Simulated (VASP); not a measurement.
Set up this calculation in VASP 6.6.1, as the native input.

```yaml
Task: relaxation of cell and atoms
Functional: PBE
Potentials_or_basis: VASP PAW PBE potentials, release 64 (V_sv, H)
Cutoff: 600 eV
k_mesh: 6 × 6 × 6
Occupations: gaussian, width 0.1 eV
Spin: collinear spin, typed start
Starting_moments: "[2.0, 0.0, 0.0, 0.0] μB"
Dipole_correction: no
Further_INCAR_settings: ALGO = Normal; EDIFF = 1e-06; IBRION = 2; EDIFFG = -0.04; NSW = 90; ISIF = 3
```

The structure of VH3 lies in POSCAR:

```
VH3
1.0
    3.3655562900      0.0000000000      0.0000000000
    0.0000000000      3.3655562900      0.0000000000
    0.0000000000      0.0000000000      3.3655562900
V H
1 3
Direct
    0.0000000000      0.0000000000      0.0000000000
    0.0000000000      0.5000000000      0.5000000000
    0.5000000000      0.0000000000      0.5000000000
    0.5000000000      0.5000000000      0.0000000000
```

The cell was built by a generator and needn't be a form met in nature.

The cell isn't the ideal one: species swapped into the ZrIr3 type (Pm-3m, No. 221).

The input as run:

INCAR

```
  PREC = Accurate
  ENCUT = 600
  EDIFF = 1E-6
  ISMEAR = 0
  SIGMA = 0.1
  LREAL = F
  LASPH = T
  NELM = 150
  ALGO = Normal
  ISIF = 3
  LWAVE = F
  LCHARG = F
  ISPIN = 2
  MAGMOM = 2 0 0 0
  LORBIT = 11
  LMAXMIX = 4
  GGA = PE
  IBRION = 2
  NSW = 90
  EDIFFG = -0.04
```

KPOINTS

```
Automatic mesh
0
Gamma
  6 6 6
```

Potentials or basis: VASP PAW PBE potentials, release 64 (V_sv, H).

Run with:

```bash
$ cat potpaw_PBE.64/V_sv/POTCAR potpaw_PBE.64/H/POTCAR > POTCAR
$ mpirun -np 1 vasp_std > vasp.out
```

It gave:

```json
{"Relaxed volume": "5.33 Å³/atom", "Relaxed cell": "a = 2.773 Å, b = 2.773 Å, c = 2.773 Å, α = 90.00°, β = 90.00°, γ = 90.00°", "Space group after relaxing (to 0.05 Å)": "Pm-3m (No. 221)", "Energy gained by relaxing": "589.1 meV/atom", "Ionic steps": "7", "Pressure after relaxing": "0.2 GPa", "Band gap on the k mesh": "none (metal or under the smearing width)", "Net moment": "0.58 μB per cell", "Site moments": "V +0.58; H -0.01 μB", "Valence electrons inside the program's atomic spheres": "V 11.62; H 0.55"}
```

Caveat: the volume moved by over 15 % at a fixed basis, so the end points are rough.

Wall time 11 min on 1 thread of Intel(R) Xeon(R) Platinum 8375C CPU @ 2.90GHz (Ice Lake), with other jobs on the host, peak memory 0.2 GiB.
